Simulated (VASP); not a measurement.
Here is a VASP 6.6.1 calculation.

File POSCAR:

```
Mg
1.0
    3.2093000000      0.0000000000      0.0000000000
   -1.6046500000      2.7793353284      0.0000000000
    0.0000000000      0.0000000000      5.2103000000
Mg
2
Direct
    0.6666666667      0.3333333333      0.7500000000
    0.3333333333      0.6666666667      0.2500000000
```

INCAR.step1

```
ALGO     = Normal         # electronic algorithm
EDIFF    = 1E-5           # SCF threshold, eV
ENCUT    = 520            # plane-wave cutoff, eV
GGA      = PE             # functional
ISIF     = 2              # what is computed and relaxed
ISMEAR   = -1             # smearing method
LASPH    = True           # aspherical terms in the spheres
LCHARG   = False          # write CHGCAR
LREAL    = False          # projectors in reciprocal space
LWAVE    = True           # write WAVECAR
NELM     = 80             # most SCF steps
PREC     = Accurate       # precision mode
SIGMA    = 0.05           # smearing width, eV
```

The input INCAR.step2:

```
AEXX     = 0.1            # exact-exchange fraction
ALGO     = Normal         # electronic algorithm
EDIFF    = 1E-6           # SCF threshold, eV
ENCUT    = 520            # plane-wave cutoff, eV
HFRCUT   = -1           
ISIF     = 2              # what is computed and relaxed
ISMEAR   = -1             # smearing method
ISTART   = 1            
LASPH    = True           # aspherical terms in the spheres
LCHARG   = False          # write CHGCAR
LHFCALC  = True           # exact exchange
LMIXTAU  = True         
LREAL    = False          # projectors in reciprocal space
LWAVE    = False          # write WAVECAR
METAGGA  = R2SCAN         # meta-GGA
NELM     = 80             # most SCF steps
PREC     = Accurate       # precision mode
PRECFOCK = Fast         
SIGMA    = 0.05           # smearing width, eV
```

File KPOINTS:

```
k-points
0
Gamma
  5 5 3
```

KPOINTS_OPT

```
path GMKGALHA,LM,KH
8
line-mode
reciprocal
 0.0000000000  0.0000000000  0.0000000000  G
 0.5000000000  0.0000000000  0.0000000000  M

 0.5000000000  0.0000000000  0.0000000000  M
 0.3333333333  0.3333333333  0.0000000000  K

 0.3333333333  0.3333333333  0.0000000000  K
 0.0000000000  0.0000000000  0.0000000000  G

 0.0000000000  0.0000000000  0.0000000000  G
 0.0000000000  0.0000000000  0.5000000000  A

 0.0000000000  0.0000000000  0.5000000000  A
 0.5000000000  0.0000000000  0.5000000000  L

 0.5000000000  0.0000000000  0.5000000000  L
 0.3333333333  0.3333333333  0.5000000000  H

 0.3333333333  0.3333333333  0.5000000000  H
 0.0000000000  0.0000000000  0.5000000000  A

 0.5000000000  0.0000000000  0.5000000000  L
 0.5000000000  0.0000000000  0.0000000000  M

 0.3333333333  0.3333333333  0.0000000000  K
 0.3333333333  0.3333333333  0.5000000000  H
```

Potentials or basis: VASP PAW PBE potentials, release 64 (Mg).

Run with:

```bash
$ cat potpaw_PBE.64/Mg/POTCAR > POTCAR
$ cp INCAR.step1 INCAR
$ mpirun -np 1 vasp_std > vasp.out
$ cp INCAR.step2 INCAR
$ mpirun -np 1 vasp_std > vasp.out
```

(1) Estimate the band gap along the path.

(2) Predict the pressure.

Answers

(1) none (metal or under the smearing width).

(2) -1.3 GPa.

Caveat: the k mesh is coarse (spacing up to 0.45 Å⁻¹), so the values aren't converged, least of all with exact exchange; the PAW data sets were made with another functional, which shifts forces and pressure a little.
